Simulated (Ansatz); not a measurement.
## Indium (diamond) across density functionals

All rows: Ansatz, plane waves with scalar-relativistic PAW, 420 eV (500 eV for the SCAN forms), relaxed under each functional, no dispersion correction, no zero-point motion. B₀ comes from uniform scaling at fixed shape; a dash is a value not given.

| functional | V (Å³/atom) | cell | B₀ (GPa) | magnetic state | ΔE to body-centred tetragonal (meV/atom) |
| --- | --- | --- | --- | --- | --- |
| PBE | 38.06 | a = 6.728 Å | 21 | spin not included | 339 |
| r²SCAN | 36.14 | a = 6.612 Å | 28 | spin not included | 288 |
| PBEsol | 35.29 | a = 6.560 Å | 28 | spin not included | 401 |
| LDA | 33.76 | a = 6.464 Å | 32 | spin not included | 378 |
| revPBE | 39.76 | a = 6.826 Å | 18 | spin not included | 318 |
| RPBE | 40.53 | a = 6.870 Å | 17 | spin not included | 309 |
| BLYP | 42.78 | a = 6.995 Å | 13 | spin not included | 131 |

LDA gives the smallest volume and BLYP the largest.
